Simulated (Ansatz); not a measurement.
# WS2 under changes of volume

One of the cells (17.744 Å³/atom); the others are scaled copies at fixed shape and fractional positions:

```xyz
3
Lattice="1.5790 0.9116 6.1633 -1.5790 0.9116 6.1633 0.0000 -1.8233 6.1633" Properties=species:S:1:pos:R:3 pbc="T T T"
W     0.0000    0.0000    0.0000
S     0.0000    0.0000   10.7427
S     0.0000    0.0000   13.8730
```

Measurements of this composition are mostly on another form, of space group No. 194.

- Program: Ansatz 0.2.0
- Functional: LDA
- Potentials or basis: Ansatz PAW
- Cutoff: 420 eV (not typed: the program's choice for these potentials)
- k mesh: 10 × 10 × 10
- Occupations: fermi-dirac, width 0.05 eV
- Spin: no spin polarisation

```csv
volume (Å³/atom),energy over the lowest point (meV/atom),pressure (GPa),gap on the mesh (eV),largest force (eV/Å)
16.679,16.15,7.8,0.91,1.240
17.034,3.62,3.6,0.94,0.801
17.389,0.00,-0.2,0.96,0.613
17.744,4.37,-3.7,0.98,0.585
18.099,15.91,-6.7,1.00,0.886
18.454,?,?,?,?
18.809,57.55,-11.9,1.04,1.457
```

Task: What does the run at 18.454 Å³/atom give?

Result: Energy over the lowest point 33.86 meV/atom; pressure -9.4 GPa; gap on the mesh 1.02 eV; largest force 1.183 eV/Å.

Worked out: A Birch-Murnaghan fit of order 3 (a polynomial in V^(-2/3)) to the other rows has its minimum at 17.37 Å³/atom with B0 = V·E''(V) = 177 GPa and B' = 4.4 at fixed shape and positions, which overstates the stiffness. It gives 33.85 meV/atom at 18.454 Å³/atom, against the run's 33.86, and -dE/dV = -9.4 GPa, against -9.4. A straight line through the other rows of the gap, of slope 1.06 eV per unit of ln V, gives 1.02 eV, against the run's 1.02.

Energies are extrapolated to zero smearing.

Caveats: spin-orbit coupling is left out, which moves the levels of the heavy elements; the PAW data sets come from PBE, with cores solved anew for the run's functional, which leaves a small shift of forces and pressure; forces of over 1 eV/Å show positions far from the minimum, so gaps and moduli don't describe the material at rest (some runs).

A mesh can miss the band edges.
